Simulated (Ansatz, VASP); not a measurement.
**MgO in VASP and in Ansatz**

```xyz
2
Lattice="2.5208 0.0000 0.0000 0.0000 2.5208 0.0000 0.0000 0.0000 2.5208" Properties=species:S:1:pos:R:3 pbc="T T T"
Mg    0.0000    0.0000    0.0000
O     1.2604    1.2604    1.2604
```

Alike in both runs: functional PBE; k mesh 14 × 14 × 14; occupations fermi-dirac, width 0.05 eV; no spin polarisation.

Ansatz relaxed the structure, and its values are those at the end. VASP's run is a single point on that final structure, the one shown.

|  | VASP | Ansatz |
| --- | --- | --- |
| version | VASP 6.6.1 | Ansatz 0.2.0 |
| potentials or method | VASP PAW PBE potentials, release 64 (Mg, O) | PAW with Ansatz's default frozen-core files, scalar-relativistic |
| plane-wave cutoff (eV) | 520 | 420 |
| valence electrons in the cell | 8 | 16 |

|  | VASP | Ansatz | Ansatz less VASP |
| --- | --- | --- | --- |
| gap on the k mesh at the Fermi level (eV) | 3.84 | 3.85 | +0.012 |

The two sets of potentials don't hold the same shells in valence.

 A k mesh can miss the band edges. Expect the measured gap to be larger: semilocal functionals such as PBE lack the derivative discontinuity.
